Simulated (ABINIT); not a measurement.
Sn, 1 atom in the cell. The structure is cubic, space group Im-3m (No. 229). Conventional cell: a = 3.789 Å, b = 3.789 Å, c = 3.789 Å, α = 90.00°, β = 90.00°, γ = 90.00°. Sn (site symmetry m-3m) is surrounded by 8 Sn at 3.28 Å. This isn't the form of Sn at room conditions, which is tetragonal (white tin).

- Program: ABINIT 10.8.3 (patched build)
- Task: optical spectrum
- Functional: PBEsol
- Potentials or basis: PseudoDojo NC SR PBEsol v0.4.1 standard
- Cutoff: 871 eV
- k mesh: 12 × 12 × 12, with 2 shifts
- Occupations: fermi-dirac, width 0.136 eV
- Spin: no spin polarisation
- Bands in the sums: 19
- Broadening (eV): 0.1
- Scissor shift (eV): 0
- Tensor components: [11]

Potentials or basis: PseudoDojo NC SR PBEsol v0.4.1 standard.

Command:

```console
$ abinit run.abi > log 2>&1
$ optic optic.abi > optic.log 2>&1
```

Hardware: 1 thread of Intel(R) Xeon(R) Platinum 8375C CPU @ 2.90GHz (Ice Lake), with other jobs on the host.

How long does it take, and how much memory?

It took 2.9 min on 1 thread of Intel(R) Xeon(R) Platinum 8375C CPU @ 2.90GHz (Ice Lake) (shared host), peak memory 2.2 GiB. Counts: scf iterations 9, mpi ranks 1, k points 112, bands 11, plane waves 1608.
